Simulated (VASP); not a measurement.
Wanted: the native input for a VASP 6.6.1 run.

- Task: single point
- Functional: PBE
- Potentials or basis: VASP PAW PBE potentials, release 64 (K_sv, Ta_pv, O)
- Cutoff: 520 eV
- k mesh: 4 × 4 × 4
- Occupations: gaussian, width 0.1 eV
- Spin: collinear spin, typed start
- Starting moments: [0.0, 1.0, 0.0, 0.0, 0.0] μB
- Dipole correction: no
- Further INCAR settings: ALGO = Normal; EDIFF = 1e-06; NBANDS = 31

The structure of KTaO3 (spin) lies in POSCAR:

```
KTaO3
1.0
    3.9883000000      0.0000000000      0.0000000000
    0.0000000000      3.9883000000      0.0000000000
    0.0000000000      0.0000000000      3.9883000000
K Ta O
1 1 3
Direct
    0.5000000000      0.5000000000      0.5000000000
    0.0000000000      0.0000000000      0.0000000000
    0.5000000000      0.0000000000      0.0000000000
    0.0000000000      0.5000000000      0.0000000000
    0.0000000000      0.0000000000      0.5000000000
```

The input as run:

INCAR

```
SYSTEM = KTaO3
ALGO     = Normal         ! electronic algorithm
EDIFF    = 1E-6           ! SCF threshold, eV
ENCUT    = 520            ! plane-wave cutoff, eV
GGA      = PE             ! functional
ISIF     = 2              ! what is computed and relaxed
ISMEAR   = 0              ! smearing method
ISPIN    = 2              ! spin polarisation
LASPH    = .TRUE.         ! aspherical terms in the spheres
LCHARG   = .TRUE.         ! write CHGCAR
LELF     = .TRUE.         ! ELF
LMAXMIX  = 4              ! l up to which the mixer works
LORBIT   = 11             ! projections on sites
LREAL    = .FALSE.        ! projectors in reciprocal space
LVHAR    = .TRUE.       
LWAVE    = .FALSE.        ! write WAVECAR
MAGMOM   = 0 1 0 0 0      ! initial moments
NBANDS   = 31             ! bands
NELM     = 150            ! most SCF steps
PREC     = Accurate       ! precision mode
SIGMA    = 0.1            ! smearing width, eV
```

KPOINTS

```
k-points
0
G
  4 4 4
  0 0 0
```

Potentials or basis: VASP PAW PBE potentials, release 64 (K_sv, Ta_pv, O).

Launch:

```bash
$ cat potpaw_PBE.64/K_sv/POTCAR potpaw_PBE.64/Ta_pv/POTCAR potpaw_PBE.64/O/POTCAR > POTCAR
$ mpirun -np 1 vasp_std > vasp.out
```

Results of the run:

* Pressure: 6.1 GPa
* Band gap on the k mesh: 2.16 eV, indirect (least direct gap 2.78 eV)
* Net moment: 0.00 μB per cell
* Valence electrons inside the program's atomic spheres: K 7.62; Ta 8.76; O 5.09

Caveat: spin-orbit coupling is left out, which moves the levels of the heavy elements.

Run time: 19 s on 1 thread of Intel(R) Xeon(R) 6975P-C (Granite Rapids), with other jobs on the host, peak memory 0.2 GiB.
